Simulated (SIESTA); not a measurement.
Runs of SIESTA 5.4.2 on Nb. It takes space group Fm-3m (No. 225, cubic). Conventional cell: a = 4.230 Å, b = 4.230 Å, c = 4.230 Å, α = 90.00°, β = 90.00°, γ = 90.00°. Nb (site symmetry m-3m) is surrounded by 12 Nb at 2.99 Å. This isn't the form of Nb at room conditions, which is bcc.

| task | level | potentials or basis | spin | cell | k mesh | broadening (eV) | window from (eV) | window to (eV) | energy points | mixer | energy shift | other keys | gap on the mesh (eV) | pressure (GPa) | moment (μB) |
| --- | --- | --- | --- | --- | --- | --- | --- | --- | --- | --- | --- | --- | --- | --- | --- |
| density of states | LDA | PseudoDojo 0.4 standard (PBE files, fully relativistic), DZP (energy shift 0.003 Ry; two zetas on semicore shells) | non-collinear, zero start, SOC | as given | 8 × 8 × 8 | 0.05 eV | -15 eV | 10 eV | 301 | Pulay | 0.003 Ry | mixer = Pulay; weight = 0.1; history = 3 | none | -9.8 | 0.00 |
| relaxation of cell and atoms | vdW-DF-cx | PseudoDojo 0.4 standard (PBE files), SZ (energy shift 0.003 Ry) | off | relaxed | 8 × 8 × 8 | - | - | - | - | - | 0.003 Ry | - | none | 0.0 | - |
| single point | PBE | PseudoDojo 0.4 standard (PBE files), DZP (energy shift 0.003 Ry; two zetas on semicore shells) | off | as given | 11 × 11 × 11 | - | - | - | - | - | 0.003 Ry | - | none | -0.6 | - |
| electrostatic potential | SVWN5 | PseudoDojo 0.4 standard (LDA files), DZP (energy shift 0.003 Ry; two zetas on semicore shells) | off | as given | 11 × 11 × 11 | - | - | - | - | - | 0.003 Ry | - | none | -9.7 | - |
| single point | vdW-DF | SG15 1.2 (PBE files) or PseudoDojo by element, SZP (energy shift 0.01 Ry) | off | volume scaled by 1.25 | 11 × 11 × 11 | - | - | - | - | - | 0.01 Ry | - | none | (a) | - |
| single point | PBE | PseudoDojo 0.4 standard (PBE files), DZP (energy shift 0.003 Ry; two zetas on semicore shells) | off | cell strained at random at fixed volume | 11 × 11 × 11 | - | - | - | - | - | 0.003 Ry | - | none | -0.9 | - |
| atomic charges | vdW-DF-cx | PseudoDojo 0.4 standard (PBE files, fully relativistic), DZP (energy shift 0.01 Ry) | non-collinear, random start, SOC | volume scaled by 0.96 | 8 × 8 × 8 | - | - | - | - | - | 0.01 Ry | - | none | - | 0.12 |
| single point | PBE | PseudoDojo 0.4 standard (PBEsol files, fully relativistic), DZDP (energy shift 0.01 Ry) | non-collinear, ferromagnetic start, SOC | cell strained at random at fixed volume | 8 × 8 × 8 | - | - | - | - | Broyden | 0.01 Ry | pp_xc = pbesol; mixer = Broyden; weight = 0.5; history = 12 | none | -2.1 | 0.00 |

Alike in all rows: smearing fermi-dirac 0.05 eV; grid cutoff 800 Ry.

Question: Fill in the values left out.

Answer: (a) -21.4.

Caveats: the basis of atomic orbitals isn't converged, which shifts pressures, moduli and gaps; the potentials were made for another functional, which shifts forces and pressure (some runs); semicore shells carry a single zeta, which can move pressures by several GPa and volumes by a few percent (some runs); the basis has no polarisation orbitals (some runs); with moments that point in different directions the gradient correction is approximate, so stress is left out (some runs).

A k mesh can miss the band edges, and rows without SOC leave out spin-orbit coupling on Nb.

A gap of «none» marks a metal or a gap under the smearing width.
